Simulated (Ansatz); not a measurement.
Runs of Ansatz 0.2.0 on Li. Symmetry: Im-3m, No. 229, cubic system. The conventional cell has a = 3.509 Å, b = 3.509 Å, c = 3.509 Å, α = 90.00°, β = 90.00°, γ = 90.00°. Li (site symmetry m-3m) is surrounded by 8 Li at 3.04 Å. 

| task | level | potentials or basis | spin | cell | k mesh | cutoff (eV) | smearing | driver | optimizer | fmax | steps | filter | gap on the mesh (eV) | pressure (GPa) | relaxed volume (Å³/atom) |
| --- | --- | --- | --- | --- | --- | --- | --- | --- | --- | --- | --- | --- | --- | --- | --- |
| electrostatic potential | PBE0 | Ansatz PAW earlier set | off | as given | 8 × 8 × 8 | 780 | cold 0.15 eV | chain | - | - | - | - | none | -0.4 | - |
| relaxation of cell and atoms | PBE+D3(BJ) | Ansatz PAW polarizable | off | relaxed from: cell strained at random at fixed volume | 8 × 8 × 8 | 420 | fermi-dirac 0.1 eV | calculator | LBFGS | 0.03 | 30 | StrainFilter | - | 0.0 | 18.43 |
| band structure | RPBE+D3(BJ) | Ansatz PAW accurate | non-collinear, program default start | volume scaled by 0.96 | 11 × 11 × 11 | 780 | fermi-dirac 0.01 eV | chain | - | - | - | - | none | -8.0 | - |
| density of states | BLYP+D3(BJ)+ATM | JTH PAW | off | as given | 11 × 11 × 11 | 1170 | fermi-dirac 0.05 eV | chain | - | - | - | - | none | (a) | - |
| relaxation of cell and atoms | PBE | Ansatz PAW | off | relaxed | 9 × 9 × 9 | 420 | gaussian 0.1 eV | calculator | BFGS | 0.05 | 30 | StrainFilter | - | 0.0 | 20.19 |

Problem. Estimate the missing entries.

Solution. (a) -3.3.

Caveats: the thresholds are loose for stress (some runs); the potentials were made for another functional, which shifts forces and pressure (some runs); pairwise dispersion overbinds metals, which lowers pressure and volume (some runs); the PAW data sets were made with another functional, which shifts forces and pressure a little (some runs).

A gap of «none» marks a metal or a gap under the smearing width.
